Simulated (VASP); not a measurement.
A run of VASP 6.6.1 is set up as follows.

File INCAR:

```
  PREC = Accurate
  ENCUT = 600
  EDIFF = 1E-6
  ISMEAR = 0
  SIGMA = 0.03
  LREAL = False
  LASPH = True
  NELM = 80
  ALGO = Normal
  ISIF = 3
  LWAVE = False
  LCHARG = False
  GGA = PE
  IBRION = 2
  NSW = 90
  EDIFFG = -0.01
```

Contents of KPOINTS:

```
regular mesh
0
Gamma
  9 9 5
```

Contents of POSCAR:

```
ZnS
1.0
    3.8110000000      0.0000000000      0.0000000000
   -1.9055000000      3.3004228138      0.0000000000
    0.0000000000      0.0000000000      6.2340000000
Zn S
2 2
Direct
    0.3333333333      0.6666666667      0.0000000000
    0.6666666667      0.3333333333      0.5000000000
    0.3333333333      0.6666666667      0.3850000000
    0.6666666667      0.3333333333      0.8850000000
```

Potentials or basis: VASP PAW PBE potentials, release 64 (Zn, S).

Command:

```bash
$ cat potpaw_PBE.64/Zn/POTCAR potpaw_PBE.64/S/POTCAR > POTCAR
$ mpirun -np 1 vasp_std > vasp.out
```

**Question.** Predict the relaxed volume.

**Answer.** 20.22 Å³/atom.

**Question.** Estimate the band gap on the k mesh.

**Answer.** 2.07 eV, direct.

**Question.** Estimate the space group after relaxing (to 0.05 Å).

**Answer.** P6_3mc (No. 186).

Forces on the atoms (eV/Å):
```
Zn   0.000  0.000  0.005
Zn   0.000  0.000  0.005
S    0.000  0.000 -0.005
S    0.000  0.000 -0.005
```

As with any semilocal functional, this PBE gap is likely too small. PBE usually gives volumes a little too large and moduli too small.
